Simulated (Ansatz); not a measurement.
**Squeezing C (begun as omega type, now distorted omega)**

```
CELL_PARAMETERS angstrom
6.04075 0.00000 0.00000
-3.02038 5.23144 0.00000
0.00000 0.00000 1.28471
ATOMIC_POSITIONS crystal
C 0.00000 0.00000 0.00000
C 0.33333 0.66667 0.50000
C 0.66667 0.33333 0.50000
```

The cell comes from a relaxation on PAW files under the same functional, begun from a prototype that needn't be the stable phase.

The start type wasn't kept: the relaxed cell is distorted omega.

Its volume is scaled, and at each volume shape and atoms are relaxed on PAW files; all methods then take that cell.

Computed with Ansatz 0.2.0; functional PBE, scalar-relativistic. Settings: a Γ-centred 12×12×16 k mesh, Fermi–Dirac smearing of 0.05 eV, no spin polarisation. Methods: LAPW: all electrons, basis error target 1 meV/atom; PAW: frozen-core files, cutoff 420 eV; crystal datasets: all electrons, by PAW datasets that the program makes for each cell; norm-conserving: pseudopotentials, cutoff 1116 eV; PAW (partial waves polarizable): frozen-core files, cutoff 420 eV.

Energies are extrapolated to zero smearing and count from the unscaled cell; pressure is positive in compression; gaps take the mesh and a band path. No temperature or zero-point motion is included.

| V/V0 | V (Å³/atom) | P LAPW (GPa) | ΔE LAPW (eV/atom) | P PAW − LAPW (GPa) | ΔE PAW − LAPW (meV/atom) | space group | shortest distance (Å) |
| --- | --- | --- | --- | --- | --- | --- | --- |
| 1.00 | 13.53 | -0.19 | 0.000 | 0.20 | 0.0 | P6/mmm | 1.285 |
| 0.78 | 10.56 | 7.87 | 0.053 | 0.27 | 0.0 | P6/mmm | 1.276 |
| 0.58 | 7.85 | 42.3 | 0.431 | 0.40 | 0.9 | P6/mmm | 1.257 |
| 0.50 | 6.77 | ? | 0.799 | 0.47 | 1.2 | P6/mmm | 1.253 |
| 0.43 | 5.82 | 121.6 | 1.342 | 0.55 | 2.0 | P6/mmm | ? |

Question: Fill in "shortest distance (Å)" for the row "0.43".

Answer: 1.241.

Question: Give the missing entry: row "0.50", column "P LAPW (GPa)".

Answer: 69.7.

Question: At the smallest volume, how far do crystal datasets and norm-conserving and PAW (partial waves polarizable) lie from LAPW in pressure?

Answer: crystal datasets: 0.00 GPa; norm-conserving: -0.36 GPa; PAW (partial waves polarizable): +0.55 GPa, on a LAPW pressure of 121.6 GPa.

Question: How do the Löwdin populations by LAPW change from the unscaled cell to the last row?

Answer: C 2p 3.08 → 3.12 electrons an atom. These are projections on the shells that the free atoms fill; 0.18 e a cell lies outside them at the start and 0.08 e at the end.
